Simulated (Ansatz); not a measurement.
# Convergence of BP

```
B P
1.0
     0.00000    2.15980    2.15980
     2.15980    0.00000    2.15980
     2.15980    2.15980    0.00000
B P
1 1
Direct
  0.00000 0.00000 0.00000
  0.50000 0.50000 0.50000
```

Atoms are numbered in the order listed.

The structure comes from a relaxation in the same program, started in the rocksalt type, and has space group Fm-3m. Whether it is a known phase or the ground state wasn't checked.

These are results of Ansatz 0.2.0, DFT, PBE, all-electron LAPW, scalar-relativistic, not measurements.

The runs use a Γ-centred 16×16×16 k mesh, Fermi–Dirac smearing of 0.05 eV, basis error target 0.5 meV/atom, no spin polarisation. One setting is then changed at a time.

| basis error target (meV/atom) | free energy less the base's (meV/atom) | P (GPa) | cutoff chosen (eV) |
| --- | --- | --- | --- |
| 0.5 (base) | 0.0 | 0.04 | 255 |
| 3 | 0.9 | 0.05 | 198 |
| 10 | 3.4 | 0.09 | 164 |
| 30 | 11.7 | 0.18 | 137 |
| 0.1 | -0.1 | 0.03 | 312 |
